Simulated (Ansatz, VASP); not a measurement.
**Al: VASP beside Ansatz**

The input INCAR:

```
PREC = Accurate ; ENCUT = 520
EDIFF = 1E-6 ; ISMEAR = -1
SIGMA = 0.05 ; LREAL = F
LASPH = T ; NELM = 80
ALGO = Fast ; ISIF = 2
LWAVE = F ; LCHARG = F
GGA = PE ; NBANDS = 10
```

KPOINTS

```
regular mesh
0
Gamma
  9 9 7
```

The input POSCAR:

```
Al
1.0
    0.0000000000     -2.0239800000     -2.0239800000
    0.0000000000      2.0239800000     -2.0239800000
    4.0479600000      0.0000000000      0.0000000000
Al
2
Direct
    0.6410174900      0.3525067800      0.4809735400
    0.8589825100      0.1474932200      0.0190264600
```

File input.yaml:

```yaml
crystal:
  lattice:
    - [0.0, -2.02398, -2.02398]
    - [0.0, 2.02398, -2.02398]
    - [4.04796, 0.0, 0.0]
  atoms:
    - { symbol: Al, position: [0.64101749, 0.35250678, 0.48097354] }
    - { symbol: Al, position: [0.85898251, 0.14749322, 0.01902646] }
kpoints:
  mp_grid: { grid: [9, 9, 7] }
scf:
  occupations: { method: fermi_dirac, width: 0.05 }
hamiltonian:
  xc: pbe
  pseudopotentials: { kind: all_electron, lapw: { basis_error: 0.001 } }
output:
  forces: true
  stress: true
  eigenvalues: true
  populations: true
```

Change from the starting cell: all atoms moved at random, sigma 0.4 Å a component.

Alike in both runs: task single point; functional PBE; k mesh 9 × 9 × 7; occupations fermi-dirac, width 0.05 eV; no spin polarisation.

```csv
,VASP,Ansatz
version,VASP 6.6.1,Ansatz 0.2.0
potentials or method,"VASP PAW PBE potentials, release 64 (Al)","all-electron LAPW, scalar-relativistic"
plane-wave cutoff (eV),520,see its input
```

|  | VASP | Ansatz | Ansatz less VASP |
| --- | --- | --- | --- |
| gap on the k mesh at the Fermi level (eV) | none | none | - |
| pressure (GPa) | 26.9 | 26.8 | -0.12 |
| largest component of the traceless stress (GPa) | 42.18 | 42.08 | -0.100 |
| rms of the force components (eV/Å) | 3.203 | 3.199 | -0.0035 |

Atom by atom the forces differ by 0.005 eV/Å (rms over components). A gap of «none» marks a metal or a gap that the smearing closes. Ansatz ran all-electron here, so the differences hold the error of VASP's frozen core and of both bases.

Caveats: so large a pressure means that the cell lies far from this level's equilibrium, or that cutoff or potentials fall short; forces of over 1 eV/Å show positions far from the minimum, so gaps and moduli don't describe the material at rest.
